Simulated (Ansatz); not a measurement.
A (110) slab of Sn (Fd-3m (No. 227)), 5 planes, outer planes Sn (top) and Sn (bottom), with 10 atoms (Sn10) in a surface cell of A = 31.329 Å², as cut from the bulk:

```xyz
10
Lattice="4.7067 0.0000 0.0000 0.0000 6.6563 0.0000 0.0000 0.0000 24.4134" Properties=species:S:1:pos:R:3 pbc="T T T"
Sn    2.3534    0.0000    7.5000
Sn    0.0000    1.6641    7.5000
Sn    0.0000    3.3281    9.8534
Sn    2.3534    4.9922    9.8534
Sn    2.3534    0.0000   12.2067
Sn    0.0000    1.6641   12.2067
Sn    0.0000    3.3281   14.5601
Sn    2.3534    4.9922   14.5601
Sn    2.3534    0.0000   16.9134
Sn    0.0000    1.6641   16.9134
```

All numbers below come from DFT PBE, scalar-relativistic, plane waves, PAW (Ansatz). Plane waves to 420 eV, a k mesh through Γ of 8×5×1 on the computed 10-atom cell and Gaussian smearing (0.10 eV); no spin polarisation.

Against the same 10 atoms in the bulk, the slab as cut lies 2.922 eV higher and the relaxed slab 2.914 eV higher.

(1) Work out the surface energy before and after relaxation.

(2) A cut through this plane breaks about 2 nearest-neighbour bonds a surface cell. What does each broken bond cost, before relaxation?

(3) What is the ideal work of this cut, per area?

Answers

(1) The slab has two faces, so γ = (E_slab − N·E_bulk)/(2A), the mean of both. As cut: 2.922/(2 × 31.329) = 0.0466 eV/Å², and 1 eV/Å² = 16.02 J/m², so γ = 0.75 J/m². Relaxed: 2.914/(2 × 31.329) = 0.0465 eV/Å² = 0.75 J/m². Relaxation recovers 0.3 % of the cost of cutting.

(2) One cut makes two faces and costs 2γA = 2.922 eV, shared by 2 bonds: 1.46 eV a bond. In a metal this is less than the cohesive energy a bond, since the bonds that remain at the surface strengthen.

(3) Griffith's ideal work is 2γ: 1.49 J/m², whether the new faces relax or not. One thickness was run, 5 planes, so γ can still shift with it.